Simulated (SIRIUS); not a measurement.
Here is a SIRIUS 7.12.0 calculation.

File sirius.json:

```json
{
  "control": {
    "processing_unit": "cpu",
    "verbosity": 2,
    "num_bands_to_print": 13,
    "print_forces": true,
    "print_stress": true
  },
  "parameters": {
    "electronic_structure_method": "pseudopotential",
    "xc_functionals": ["XC_GGA_X_PBE", "XC_GGA_C_PBE"],
    "gk_cutoff": 7.7,
    "pw_cutoff": 15.4,
    "ngridk": [11, 11, 11],
    "shiftk": [0, 0, 0],
    "smearing": "fermi_dirac",
    "smearing_width": 0.0018374661,
    "num_bands": 13,
    "num_mag_dims": 0,
    "num_dft_iter": 100,
    "energy_tol": 1e-08,
    "density_tol": 1e-06
  },
  "iterative_solver": {
    "type": "davidson",
    "min_tolerance": 1e-10
  },
  "mixer": {
    "type": "anderson",
    "beta": 0.7,
    "max_history": 8
  },
  "settings": {
    "tol_ne": 1e-10,
    "pseudo_grid_cutoff": 6.5
  },
  "unit_cell": {
    "lattice_vectors": [
      [-0.57735026919, 0.57735026919, 0.57735026919],
      [0.57735026919, -0.57735026919, 0.57735026919],
      [0.57735026919, 0.57735026919, -0.57735026919]
    ],
    "lattice_vectors_scale": 5.4048073095,
    "atom_coordinate_units": "lattice",
    "atom_types": ["Ta"],
    "atom_files": {
      "Ta": "Ta.json"
    },
    "atoms": {
      "Ta": [
        [0.0, 0.0, 0.0]
      ]
    }
  }
}
```

Potentials or basis: PseudoDojo 0.4.1 PBE standard (scalar relativistic).

Command:

```bash
$ upf_to_json Ta.upf
$ OMP_NUM_THREADS=1 sirius.scf --input=sirius.json --output=out.json --task=0
```

Estimate the band gap on the k mesh.

none (metal or under the smearing width).

Predict the pressure.

2.5 GPa.

Spin-orbit coupling is left out, which matters for the levels of Ta.
